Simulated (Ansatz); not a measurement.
# FeS2: the cost of one run

Computed with Ansatz 0.2.0 (DFT PBE+U (U_eff = 7 eV on Fe d), plane waves, PAW, unless a step's input says otherwise).

## 1. Starting point

The structure is orthorhombic, space group Pnnm (No. 58). The conventional cell has a = 4.445 Å, b = 5.425 Å, c = 3.386 Å, α = 90.00°, β = 90.00°, γ = 90.00°. Around Fe (site symmetry 2/m) lie 6 S at 2.24 to 2.25 Å. S (site symmetry m) has 1 S at 2.21 Å and 3 Fe at 2.24 to 2.25 Å as nearest neighbours.

Structure file:

```xyz
6
Lattice="4.4446 0.0000 0.0000 0.0000 5.4246 0.0000 0.0000 0.0000 3.3864" Properties=species:S:1:pos:R:3 pbc="T T T"
Fe    0.0000    0.0000    0.0000
Fe    2.2223    2.7123    1.6932
S     0.8907    2.0543    0.0000
S     3.5539    3.3703    0.0000
S     3.1130    0.6580    1.6932
S     1.3316    4.7666    1.6932
```

Magnetic order typed: ferromagnetic.

## 2. From atoms, symmetry kept, no search

input.yaml

```yaml
crystal:
  lattice:
    - [4.44459993, 0.0, 0.0]
    - [0.0, 5.42459991, 0.0]
    - [0.0, 0.0, 3.38639995]
  atoms:
    - { symbol: Fe, position: [0.0, 0.0, 0.0], spin: 4.0 }
    - { symbol: Fe, position: [0.5, 0.5, 0.5], spin: 4.0 }
    - { symbol: S, position: [0.2004, 0.3787, 0.0] }
    - { symbol: S, position: [0.7996, 0.6213, 0.0] }
    - { symbol: S, position: [0.7004, 0.1213, 0.5] }
    - { symbol: S, position: [0.2996, 0.8787, 0.5] }
basis:
  ecutwfc: 420
  ecutrho_ratio: 4
kpoints:
  mp_grid: { grid: [4, 4, 6] }
hamiltonian:
  xc: pbe
  hubbard:
    sites: [{ site: 0, l: d, u_eff: 7.0 }, { site: 1, l: d, u_eff: 7.0 }]
scf:
  occupations: { method: gaussian, width: 0.05 }
  lower_state_search: "off"
  max_iter: 150
output:
  forces: true
  stress: true
  eigenvalues: true
  populations: true
  hubbard: { sites: [{ site: 0, l: d }, { site: 1, l: d }] }
magnetization:
  spin_polarized: true
```

Command:

```sh
$ ansatz run input.yaml --threads 4 --pin off --max-ram 6144MiB --backend cpu --events-out ev --progress --plain --runs-dir out
```

Q: Estimate wall time and peak memory on 4 threads of AMD EPYC 7R13 (Zen 3), shared host.

About 9.6 s, with a peak of 0.64 GiB.
